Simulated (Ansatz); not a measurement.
`[BH2][Zn][CH2]C` + `CCO[SiH2]N` → diethylzinc + `BO[SiH2]N`  (redistribution)

Isolated molecules relaxed with PBE0-D4/def2-TZVP in Ansatz; ΔE leaves out vibrations. CCSD(T)/CBS is the MP2 limit (def2-TZVPP, def2-QZVPP) plus CCSD(T) − MP2 in def2-TZVPP, frozen cores. DFT in def2-TZVPP. B3LYP here is the variant with VWN-RPA as its local correlation; programs differ in this. For Zn outer-core shells are correlated without core-valence functions, which leaves a few kJ/mol of doubt a bond. Scalar relativity is left out up to krypton. One conformer a species, not always the lowest.

Q: Is it downhill or uphill in electronic energy at CCSD(T)/CBS, and by how much? (An estimate is asked.)

A: Ansatz gave: Downhill: ΔE = -217.4 kJ/mol.

Q: What do these levels give: PBE-D4, B3LYP-D4, MP2/def2-TZVPP, SCS-MP2/def2-TZVPP, MP2/def2-QZVPP, HF/CBS(def2)? (Best estimate.)

A: Ansatz gave: PBE-D4 -212.7, B3LYP-D4 -215.3, MP2/def2-TZVPP -229.6, SCS-MP2/def2-TZVPP -222.1, MP2/def2-QZVPP -230.3, HF/CBS(def2) -206.1 kJ/mol.

Largest T1 diagnostic among the species: 0.013.

In def2-TZVPP, CCSD(T) changes the Hartree–Fock value by −11.5 kJ/mol (the triples alone add −2.4 kJ/mol) and MP2 by −24.5 kJ/mol.
